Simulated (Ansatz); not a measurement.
MoS2:

```
CELL_PARAMETERS angstrom
1.58550 0.91539 6.11500
-1.58550 0.91539 6.11500
0.00000 -1.83078 6.11500
ATOMIC_POSITIONS crystal
Mo 0.00000 0.00000 0.00000
S 0.25000 0.25000 0.25000
S 0.75000 0.75000 0.75000
```

Measurements of this composition are mostly on another form, of space group No. 194.

* Program: Ansatz 0.2.0
* Task: relaxation of cell and atoms
* Functional: PBEsol
* Dispersion: D3(BJ)-ATM
* Potentials or basis: Ansatz PAW
* Cutoff: 420 eV (not typed: the program's choice for these potentials)
* k mesh: 10 × 10 × 10
* Occupations: fermi-dirac, width 0.05 eV
* Spin: no spin polarisation

At the start: volume 17.75 Å³/atom.

Question: How do energy, volume and symmetry change on relaxing?

Answer: It ends after 7 steps and the volume is 16.07 Å³/atom (-9.5 %); space group R-3m (No. 166, to 0.05 Å).

Step by step:
```
step  energy change (eV)  largest force (eV/Å)  volume (Å³)
   1              0.0000                0.7754        53.25
   2             -0.1023                0.2592        46.87
   3             -0.1169                0.0091        48.84
   4             -0.1175                0.1184        47.89
   5             -0.1187                0.0025        48.22
   6             -0.1187                0.0002        48.20
   7             -0.1183                0.0004        48.20
```

Final structure:
```xyz
3
Lattice="1.5437 0.8912 5.8395 -1.5437 0.8912 5.8395 0.0000 -1.7825 5.8395" Properties=species:S:1:pos:R:3 pbc="T T T"
Mo    0.0000    0.0000    0.0000
S     0.0000    0.0000    4.2317
S     0.0000    0.0000   13.2867
```

Caveat: the plane-wave basis is chosen anew once the cell has moved, so the energies of steps on either side of that aren't comparable; pairwise dispersion overbinds metals, which lowers pressure and volume; the PAW data sets come from PBE, with cores solved anew for the run's functional, which leaves a small shift of forces and pressure.
